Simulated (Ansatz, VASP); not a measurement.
One cell, several codes and potentials: CuCl

System: CuCl (zinc blende type, first atom moved by 0.06 Å along [111]), 2 atoms in the cell.

```
CELL_PARAMETERS angstrom
0.00000 2.71000 2.71000
2.71000 0.00000 2.71000
2.71000 2.71000 0.00000
ATOMIC_POSITIONS crystal
Cu 0.00639 0.00639 0.00639
Cl 0.25000 0.25000 0.25000
```

All runs use HSE06; k-mesh 4×4×4 Γ-centred; Fermi–Dirac smearing of 0.05 eV; no spin polarisation. Exact exchange at q = 0 is regularized (HFRCUT = 0 in VASP). VASP pressures are printed at a fixed basis; Ansatz's pressures include its basis correction. The all-electron reference is a plane-wave run on PAW datasets generated for this crystal and functional, not LAPW.

```
                          run  pressure (GPa)  Fx on Cu1 (eV/Å)
       VASP, Cu_pv/Cl, 479 eV           -0.22            -0.082
Ansatz PAW soft set 1, 420 eV            0.95            -0.087
 Ansatz hand-made PAW, 700 eV            0.98            -0.086
  Ansatz PAW hard set, 700 eV            0.97            -0.085
 Ansatz with JTH PAW, 1350 eV            0.80            -0.084
```

(1) What does the all-electron calculation give for these quantities?

Results:

(1) Ansatz all-electron PAW datasets made for this crystal, 340 eV: pressure 0.98 GPa, Fx on Cu1 -0.085 eV/Å. All forces:

```csv
atom,Fx (eV/Å),Fy (eV/Å),Fz (eV/Å)
Cu1,-0.085,-0.085,-0.085
Cl2,0.085,0.085,0.085
```

The k-mesh is modest, so these values aren't fully converged in k. Potentials made with PBE were used with another functional (at least in: VASP, Cu_pv/Cl, 479 eV; Ansatz PAW hard set, 700 eV; Ansatz with JTH PAW, 1350 eV).
